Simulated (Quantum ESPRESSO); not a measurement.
# Ti (P6_3/mmc) in Quantum ESPRESSO: notebook

One crystal, Ti, is run at these levels: PBEsol; tasks: single point, equation of state.

Everything below comes from runs of Quantum ESPRESSO 7.5. Logs are shortened: lines on timing, memory, paths and dates and some standing lists are left out, and cuts for length are marked.

### Step 1. The structure

Symmetry: P6_3/mmc, No. 194, hexagonal system. The conventional cell has a = 2.950 Å, b = 2.950 Å, c = 4.680 Å, α = 90.00°, β = 90.00°, γ = 120.00°. Around Ti (site symmetry -6m2) lie 12 Ti at 2.89 to 2.95 Å.

### Step 2. Single point, PBEsol, 16.58 Å³/atom

The input, pw.in:

```
&CONTROL
  calculation = 'scf'
  prefix = 'pwscf'
  outdir = './tmp'
  pseudo_dir = './pseudo'
  tprnfor = .true.
  tstress = .true.
  disk_io = 'nowf'
/
&SYSTEM
  ibrav = 0
  nat = 2
  ntyp = 1
  ecutwfc = 84
  nbnd = 19
  occupations = 'smearing'
  smearing = 'fd'
  degauss = 0.00367493
/
&ELECTRONS
  conv_thr = 4d-10
  electron_maxstep = 120
  mixing_beta = 0.5
/
ATOMIC_SPECIES
Ti    47.8670 Ti.upf
CELL_PARAMETERS angstrom
   2.8897790207    0.0000000000    0.0000000000
  -1.4448895104    2.5026220433    0.0000000000
   0.0000000000    0.0000000000    4.5844629888
ATOMIC_POSITIONS crystal
Ti     0.6666666667    0.3333333333    0.7500000000
Ti     0.3333333333    0.6666666667    0.2500000000
K_POINTS automatic
10 10 6 0 0 0
```

Potentials or basis: PseudoDojo 0.4.1 SR PBEsol standard.

Started as:

```bash
OMP_NUM_THREADS=1 pw.x -in pw.in > pw.out
```

pw.out:

```text
This program is part of the open-source Quantum ESPRESSO suite
     for quantum simulation of materials; please cite
         "P. Giannozzi et al., J. Phys.:Condens. Matter 21 395502 (2009);
         "P. Giannozzi et al., J. Phys.:Condens. Matter 29 465901 (2017);
         "P. Giannozzi et al., J. Chem. Phys. 152 154105 (2020);
     in publications or presentations arising from this work. More details at

     Message from routine setup:
     using ibrav=0 with symmetry is DISCOURAGED, use correct ibrav instead

     G-vector sticks info
     --------------------
     sticks:   dense  smooth     PW     G-vecs:    dense   smooth      PW
     Sum         685     685    199                23235    23235    3729

     Using Slab Decomposition

     bravais-lattice index     =            0
     lattice parameter (alat)  =       5.4609  a.u.
     unit-cell volume          =     223.7407 (a.u.)^3
     number of atoms/cell      =            2
     number of atomic types    =            1
     number of electrons       =        24.00
     number of Kohn-Sham states=           19
     kinetic-energy cutoff     =      84.0000  Ry
     charge density cutoff     =     336.0000  Ry
     scf convergence threshold =      4.0E-10
     mixing beta               =       0.5000
     number of iterations used =            8  plain     mixing
     Exchange-correlation= PBESOL
                           (   1   4  10   8   0   0   0)

     celldm(1)=   5.460891  celldm(2)=   0.000000  celldm(3)=   0.000000
     celldm(4)=   0.000000  celldm(5)=   0.000000  celldm(6)=   0.000000

     crystal axes: (cart. coord. in units of alat)
               a(1) = (   1.000000   0.000000   0.000000 )
               a(2) = (  -0.500000   0.866025   0.000000 )
               a(3) = (   0.000000   0.000000   1.586441 )

     reciprocal axes: (cart. coord. in units 2 pi/alat)
               b(1) = (  1.000000  0.577350 -0.000000 )
               b(2) = (  0.000000  1.154701  0.000000 )
               b(3) = (  0.000000 -0.000000  0.630342 )

     PseudoPot. # 1 for Ti read from file:
     Ti.upf
     Pseudo is Norm-conserving + core correction, Zval = 12.0
     Generated using ONCVPSP code by D. R. Hamann
     Using radial grid of 1586 points,  6 beta functions with:
                l(1) =   0
                l(2) =   0
                l(3) =   1
                l(4) =   1
                l(5) =   2
                l(6) =   2

     atomic species   valence    mass     pseudopotential
     Ti               12.00    47.86700     Ti( 1.00)

     24 Sym. Ops., with inversion, found (12 have fractional translation)

   Cartesian axes

     site n.     atom                  positions (alat units)
         1        Ti     tau(   1) = (   0.5000000   0.2886751   1.1898305  )
         2        Ti     tau(   2) = (  -0.0000000   0.5773503   0.3966102  )

     number of k points=    56  Fermi-Dirac smearing, width (Ry)=  0.0037
                       cart. coord. in units 2pi/alat
        k(    1) = (   0.0000000   0.0000000   0.0000000), wk =   0.0033333
        k(    2) = (   0.0000000   0.0000000   0.1050570), wk =   0.0066667
        k(    3) = (   0.0000000   0.0000000   0.2101140), wk =   0.0066667
        k(    4) = (   0.0000000   0.0000000  -0.3151709), wk =   0.0033333
        k(    5) = (   0.0000000   0.1154701   0.0000000), wk =   0.0200000
        k(    6) = (   0.0000000   0.1154701   0.1050570), wk =   0.0400000
[... 48 lines left out ...]
        k(   55) = (   0.3000000   0.5196152   0.2101140), wk =   0.0400000
        k(   56) = (   0.3000000   0.5196152  -0.3151709), wk =   0.0200000

     Dense  grid:    23235 G-vectors     FFT dimensions: (  32,  32,  54)

     Initial potential from superposition of free atoms

     starting charge      23.9970, renormalised to      24.0000
     Starting wfcs are   20 randomized atomic wfcs

     Self-consistent Calculation

     iteration #  1     ecut=    84.00 Ry     beta= 0.50
     Davidson diagonalization with overlap
     ethr =  1.00E-02,  avg # of iterations =  3.0

     Threshold (ethr) on eigenvalues was too large:
     Diagonalizing with lowered threshold

     Davidson diagonalization with overlap
     ethr =  2.11E-04,  avg # of iterations =  3.8

     total energy              =    -237.18460267 Ry
     estimated scf accuracy    <       0.08306898 Ry

     iteration #  2     ecut=    84.00 Ry     beta= 0.50
     Davidson diagonalization with overlap
     ethr =  3.46E-04,  avg # of iterations =  2.1
[... 50 lines left out ...]
     total energy              =    -237.20295862 Ry
     estimated scf accuracy    <          1.8E-09 Ry

     iteration # 10     ecut=    84.00 Ry     beta= 0.50
     Davidson diagonalization with overlap
     ethr =  7.57E-12,  avg # of iterations =  3.9

     End of self-consistent calculation

          k = 0.0000 0.0000 0.0000 (  2863 PWs)   bands (ev):

   -42.4823 -42.3131 -19.2564 -18.5000 -18.5000 -18.4199 -18.3829 -18.3829
     7.7360  11.2239  14.8419  14.8419  14.9147  14.9606  15.3786  15.3786
    15.7546  15.7546  17.3970

          k = 0.0000 0.0000 0.1051 (  2875 PWs)   bands (ev):

   -42.4712 -42.3246 -19.2027 -18.4922 -18.4922 -18.4785 -18.3908 -18.3908
     7.9791  11.1140  14.5322  14.7410  14.7410  14.8243  15.2474  15.2474
    16.0157  16.0157  17.4079
[... 103 lines left out ...]
          k = 0.0000 0.4619-0.3152 (  2914 PWs)   bands (ev):

   -42.3167 -42.3167 -19.0964 -19.0964 -18.6088 -18.6088 -18.5572 -18.5572
    11.3352  11.3352  13.2189  13.2189  15.0988  15.0988  15.8473  15.8473
    17.5494  17.5494  17.9061

          k = 0.0000-0.5774 0.0000 (  2922 PWs)   bands (ev):

   -42.3356 -42.2806 -19.0662 -18.9195 -18.8931 -18.6692 -18.6251 -18.4677
    11.6277  11.7268  12.0484  13.4638  14.5231  14.6937  15.2830  17.6233
    17.8522  17.8718  18.7136

          k = 0.0000-0.5774 0.1051 (  2924 PWs)   bands (ev):

   -42.3319 -42.2843 -19.1138 -18.9726 -18.8167 -18.6559 -18.5987 -18.4814
    11.3368  11.7595  12.5707  13.1074  14.6841  15.1517  15.1862  17.4543
    17.7057  17.8585  18.4030

          k = 0.0000-0.5774 0.2101 (  2906 PWs)   bands (ev):

   -42.3218 -42.2943 -19.1549 -19.0683 -18.6975 -18.6194 -18.5766 -18.5187
    11.2010  11.6532  12.9072  13.1749  15.0302  15.1500  15.7800  16.7123
    17.7207  17.8217  17.8473

          k = 0.0000-0.5774-0.3152 (  2916 PWs)   bands (ev):

   -42.3081 -42.3081 -19.1389 -19.1389 -18.6087 -18.6087 -18.5693 -18.5693
    11.3521  11.3521  13.1572  13.1572  15.4919  15.4919  15.8646  15.8646
    17.7707  17.7707  18.0927

          k = 0.1000 0.1732 0.0000 (  2892 PWs)   bands (ev):

   -42.4477 -42.3000 -19.1815 -18.6363 -18.5866 -18.5022 -18.4527 -18.4125
     8.5840  11.8496  13.7280  13.9301  14.9938  15.1614  15.4872  15.5477
    15.5570  15.9895  17.5731
[... 181 lines left out ...]
          k = 0.3000 0.5196-0.3152 (  2922 PWs)   bands (ev):

   -42.2984 -42.2984 -19.0470 -19.0470 -18.8036 -18.8036 -18.5340 -18.5340
    12.4194  12.4194  13.1771  13.1771  13.8311  13.8311  15.7778  15.7778
    17.4719  17.4719  20.6136

     the Fermi energy is    14.0246 ev

!    total energy              =    -237.20295862 Ry
     estimated scf accuracy    <          2.1E-10 Ry
     smearing contrib. (-TS)   =      -0.00141824 Ry
     internal energy E=F+TS    =    -237.20154038 Ry

     The total energy is F=E-TS. E is the sum of the following terms:
     one-electron contribution =     -77.04392115 Ry
     hartree contribution      =      47.05506455 Ry
     xc contribution           =     -34.60705321 Ry
     ewald contribution        =    -172.60563057 Ry

     convergence has been achieved in  10 iterations

     Forces acting on atoms (cartesian axes, Ry/au):

     atom    1 type  1   force =     0.00000000    0.00000000    0.00000000
     atom    2 type  1   force =     0.00000000   -0.00000000    0.00000000

     Total force =     0.000000     Total SCF correction =     0.000000

     Computing stress (Cartesian axis) and pressure

          total   stress  (Ry/bohr**3)                   (kbar)     P=       12.14
   0.00009602   0.00000000  -0.00000000           14.13        0.00       -0.00
   0.00000000   0.00009602  -0.00000000            0.00       14.13       -0.00
   0.00000000   0.00000000   0.00005554            0.00        0.00        8.17

=------------------------------------------------------------------------------=
   JOB DONE.
=------------------------------------------------------------------------------=
```

Wall time 41 s (1 thread of Arm Neoverse V1, shared host); peak memory 0.09 GiB.

What came out:

```yaml
Free_energy: -3227.3107 eV
Pressure: 1.2 GPa
Band_gap_on_the_k_mesh: none (metal or under the smearing width)
```

### Step 3. Single point, PBEsol, 16.93 Å³/atom

pw.in, as its differences from that of step 2:

```diff
@@ -27,5 +27,5 @@
 CELL_PARAMETERS angstrom
-   2.8897790207    0.0000000000    0.0000000000
-  -1.4448895104    2.5026220433    0.0000000000
-   0.0000000000    0.0000000000    4.5844629888
+   2.9101302477    0.0000000000    0.0000000000
+  -1.4550651239    2.5202467229    0.0000000000
+   0.0000000000    0.0000000000    4.6167490031
 ATOMIC_POSITIONS crystal
```

Potentials or basis: PseudoDojo 0.4.1 SR PBEsol standard.

Started as:

```bash
OMP_NUM_THREADS=1 pw.x -in pw.in > pw.out
```

Wall time 60 s (1 thread of Arm Neoverse V1, shared host); peak memory 0.09 GiB.

It converged, with:

```yaml
Free_energy: -3227.3105 eV
Pressure: -1.3 GPa
Band_gap_on_the_k_mesh: none (metal or under the smearing width)
```

### Step 4. Single point, PBEsol, 17.28 Å³/atom

pw.in, as its differences from that of step 3:

```diff
@@ -27,5 +27,5 @@
 CELL_PARAMETERS angstrom
-   2.9101302477    0.0000000000    0.0000000000
-  -1.4550651239    2.5202467229    0.0000000000
-   0.0000000000    0.0000000000    4.6167490031
+   2.9302007457    0.0000000000    0.0000000000
+  -1.4651003729    2.5376282840    0.0000000000
+   0.0000000000    0.0000000000    4.6485896576
 ATOMIC_POSITIONS crystal
```

Started as:

```bash
OMP_NUM_THREADS=1 pw.x -in pw.in > pw.out
```

Run time: 54 s. Hardware: 1 thread of Arm Neoverse V1, shared host; peak memory 0.1 GiB.

The run converged. Its results:

| Item | Value |
| --- | --- |
| Free energy | -3227.2999 eV |
| Pressure | -3.5 GPa |
| Band gap on the k mesh | none (metal or under the smearing width) |

### Step 5. Single point, PBEsol, 17.64 Å³/atom

pw.in, as its differences from that of step 4:

```diff
@@ -27,5 +27,5 @@
 CELL_PARAMETERS angstrom
-   2.9302007457    0.0000000000    0.0000000000
-  -1.4651003729    2.5376282840    0.0000000000
-   0.0000000000    0.0000000000    4.6485896576
+   2.9500000000    0.0000000000    0.0000000000
+  -1.4750000000    2.5547749412    0.0000000000
+   0.0000000000    0.0000000000    4.6800000000
 ATOMIC_POSITIONS crystal
```

Started as:

```bash
OMP_NUM_THREADS=1 pw.x -in pw.in > pw.out
```

It took 54 s on 1 thread of Arm Neoverse V1, shared host; peak memory 0.1 GiB.

It converged, with:

```yaml
Free_energy: -3227.2798 eV
Pressure: -5.6 GPa
Band_gap_on_the_k_mesh: none (metal or under the smearing width)
```

### Step 6. Single point, PBEsol, 17.99 Å³/atom

pw.in, as its differences from that of step 5:

```diff
@@ -27,5 +27,5 @@
 CELL_PARAMETERS angstrom
-   2.9500000000    0.0000000000    0.0000000000
-  -1.4750000000    2.5547749412    0.0000000000
-   0.0000000000    0.0000000000    4.6800000000
+   2.9695369932    0.0000000000    0.0000000000
+  -1.4847684966    2.5716944736    0.0000000000
+   0.0000000000    0.0000000000    4.7109942807
 ATOMIC_POSITIONS crystal
```

Potentials or basis: PseudoDojo 0.4.1 SR PBEsol standard.

Started as:

```bash
OMP_NUM_THREADS=1 pw.x -in pw.in > pw.out
```

It took 54 s on 1 thread of Arm Neoverse V1, shared host; peak memory 0.1 GiB.

It converged, with:

| Quantity | Value |
| --- | --- |
| Free energy | -3227.2510 eV |
| Pressure | -7.5 GPa |
| Band gap on the k mesh | none (metal or under the smearing width) |

### Step 7. Single point, PBEsol, 18.34 Å³/atom

pw.in, as its differences from that of step 6:

```diff
@@ -27,5 +27,5 @@
 CELL_PARAMETERS angstrom
-   2.9695369932    0.0000000000    0.0000000000
-  -1.4847684966    2.5716944736    0.0000000000
-   0.0000000000    0.0000000000    4.7109942807
+   2.9888202413    0.0000000000    0.0000000000
+  -1.4944101206    2.5883942563    0.0000000000
+   0.0000000000    0.0000000000    4.7415860099
 ATOMIC_POSITIONS crystal
```

Started as:

```bash
OMP_NUM_THREADS=1 pw.x -in pw.in > pw.out
```

Run time: 54 s. Hardware: 1 thread of Arm Neoverse V1, shared host; peak memory 0.1 GiB.

It converged, with:

```yaml
Free_energy: -3227.2143 eV
Pressure: -9.2 GPa
Band_gap_on_the_k_mesh: none (metal or under the smearing width)
```

### Step 8. Single point, PBEsol, 18.69 Å³/atom

pw.in, as its differences from that of step 7:

```diff
@@ -27,5 +27,5 @@
 CELL_PARAMETERS angstrom
-   2.9888202413    0.0000000000    0.0000000000
-  -1.4944101206    2.5883942563    0.0000000000
-   0.0000000000    0.0000000000    4.7415860099
+   3.0078578261    0.0000000000    0.0000000000
+  -1.5039289131    2.6048812885    0.0000000000
+   0.0000000000    0.0000000000    4.7717880089
 ATOMIC_POSITIONS crystal
```

Started as:

```bash
OMP_NUM_THREADS=1 pw.x -in pw.in > pw.out
```

Wall time 55 s (1 thread of Arm Neoverse V1, shared host); peak memory 0.1 GiB.

It converged, with:

* Free energy: -3227.1704 eV
* Pressure: -10.7 GPa
* Band gap on the k mesh: none (metal or under the smearing width)

### Step 9. Equation of state, PBEsol

Potentials or basis: PseudoDojo 0.4.1 SR PBEsol standard.

This step only gathers the single runs of the series.

What came out:

```yaml
Equilibrium_volume: 16.75 Å³/atom
Bulk_modulus_at_fixed_shape_and_positions: 118 GPa
Pressure_derivative_of_the_bulk_modulus: 3.4
```

Energy against volume, from the lowest point:
```tsv
volume (Å³/atom)	energy (meV/atom)
16.577	0.00
16.930	0.08
17.283	5.38
17.636	15.43
17.988	29.83
18.341	48.17
18.694	70.11
```

Caveat: the cell was scaled at fixed shape and fractional positions, which overstates the stiffness of a crystal with free parameters, most of all of layers and chains.
